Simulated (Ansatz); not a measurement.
Crystal: CuO.

```
CELL_PARAMETERS angstrom
4.16094 0.00000 0.00000
0.00000 4.16094 0.00000
0.00000 0.00000 3.88764
ATOMIC_POSITIONS crystal
Cu 0.97755 0.98817 0.96033
Cu 0.03967 0.52611 0.51817
Cu 0.48116 0.99342 0.50592
O 0.01104 0.50282 0.97548
O 0.46136 0.98875 0.98674
O 0.02922 0.00073 0.55336
```

The cell comes from a database or a generator and needn't be the stable form of this composition.

```yaml
Program: Ansatz 0.2.0
Task: relaxation of cell and atoms
Functional: PBEsol
Potentials_or_basis: Ansatz PAW
Cutoff: "420 eV (not typed: the program's choice for these potentials)"
k_mesh: 7 × 7 × 7
Occupations: fermi-dirac, width 0.05 eV
Spin: no spin polarisation
Hubbard_terms: Cu d U = 5.3 eV
```

At the start: volume 11.22 Å³/atom.

Question: Where does the relaxation end?

Answer: It ends after 9 steps and the volume is 10.95 Å³/atom (-2.4 %); space group P4/mmm (No. 123, to 0.05 Å).

Step by step:
```
step  energy change (eV)  largest force (eV/Å)  volume (Å³)
   1              0.0000                9.7986        67.31
   2             -1.0407                5.7743        66.65
   3             -1.9619                0.1452        65.94
   4             -1.9707                0.0053        66.04
   5             -1.9725                0.0015        65.74
   6             -1.9723                0.0002        65.79
   7             -1.9663                0.0002        65.79
   8             -1.9667                0.0003        65.72
   9             -1.9663                0.0003        65.72
```

Final structure:
```
Cu O
1.0
     4.10594    0.00000   -0.00007
     0.00000    4.10593   -0.00003
    -0.00007   -0.00003    3.89842
Cu O
3 3
Direct
  0.00002 0.00001 0.00000
  0.99997 0.50000 0.50000
  0.50000 0.99999 0.50000
  0.00001 0.50000 0.00000
  0.50001 0.00000 0.00000
  0.00000 0.00000 0.50000
```

Caveat: the electronic state changed during the relaxation; the plane-wave basis is chosen anew once the cell has moved, so the energies of steps on either side of that aren't comparable; the pressure holds a Pulay correction of +0.7 GPa for the finite cutoff; an odd number of electrons without spin polarisation forces a metal; a magnetic or distorted state may lie lower; the run has no spin polarisation, though such a crystal can be magnetic; U without spin polarisation on a metal has little footing; the PAW data sets come from PBE, with cores solved anew for the run's functional, which leaves a small shift of forces and pressure.
